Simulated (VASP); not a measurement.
Runs of VASP 6.6.1 on Si. Symmetry: Fd-3m, No. 227, cubic system. Conventional cell: a = 5.444 Å, b = 5.444 Å, c = 5.444 Å, α = 90.00°, β = 90.00°, γ = 90.00°. Si (site symmetry -43m) is surrounded by 4 Si at 2.36 Å. 

| task | level | cell | k mesh | cutoff (eV) | grid for exact exchange (PRECFOCK) | exchange at q = 0 | mesh quality | gap on the mesh (eV) | pressure (GPa) | relaxed volume (Å³/atom) |
| --- | --- | --- | --- | --- | --- | --- | --- | --- | --- | --- |
| relaxation of cell and atoms | BLYP | relaxed | 8 × 8 × 8 | 600 | - | - | not flagged | 0.92 | 0.0 | 21.20 |
| relaxation of cell and atoms | TPSS | relaxed | 8 × 8 × 8 | 600 | - | - | not flagged | 0.71 | 0.0 | 20.25 |
| relaxation of cell and atoms | TPSSh | relaxed | 4 × 4 × 4 | 600 | Fast | truncated | coarse | 1.32 | 0.0 | 20.24 |
| band structure | LAK | as given | 8 × 8 × 8 | 520 | - | - | not flagged | (b) | 1.0 | - |
| band structure | SCAN0 | as given | 4 × 4 × 4 | 520 | Fast | default | coarse | - | -1.3 | - |
| relaxation of cell and atoms | LAK | relaxed | 8 × 8 × 8 | 600 | - | - | not flagged | 1.22 | 0.0 | (c) |
| band structure | AM05 | as given | 8 × 8 × 8 | 520 | - | - | not flagged | 0.55 | (a) | - |
| relaxation of cell and atoms | SCAN0 | relaxed | 4 × 4 × 4 | 600 | Normal | truncated | coarse | 2.14 | 0.0 | 19.90 |
| relaxation of cell and atoms | PW91 | relaxed | 8 × 8 × 8 | 600 | - | - | not flagged | (d) | 0.0 | 20.45 |
| relaxation of cell and atoms | B3LYP | relaxed | 4 × 4 × 4 | 600 | Normal | truncated | coarse | 2.06 | 0.0 | 20.70 |
| relaxation of cell and atoms | vdW-DF-cx | relaxed | 8 × 8 × 8 | 600 | - | - | not flagged | 0.60 | 0.0 | 20.20 |
| band structure | r2SCAN0 | as given | 4 × 4 × 4 | 520 | Fast | truncated | coarse | 2.13 | -1.0 | - |

Alike in all rows: potentials or basis VASP PAW PBE potentials, release 64 (Si); no spin polarisation; smearing fermi-dirac 0.05 eV.

Task: Fill in the values left out.

Result: (a) -0.3; (b) 1.20; (c) 20.37; (d) 0.67.

Caveats: some runs use coarse meshes; the PAW data sets were made with another functional, which shifts forces and pressure a little; an unscreened hybrid on a path of extra k points without a Coulomb cutoff has errors near the mesh points, so the bands along the path aren't reliable (some runs); the mesh misses the band edges, which the band path finds closer together (some runs).

Runs at the PBE level aren't shown here.
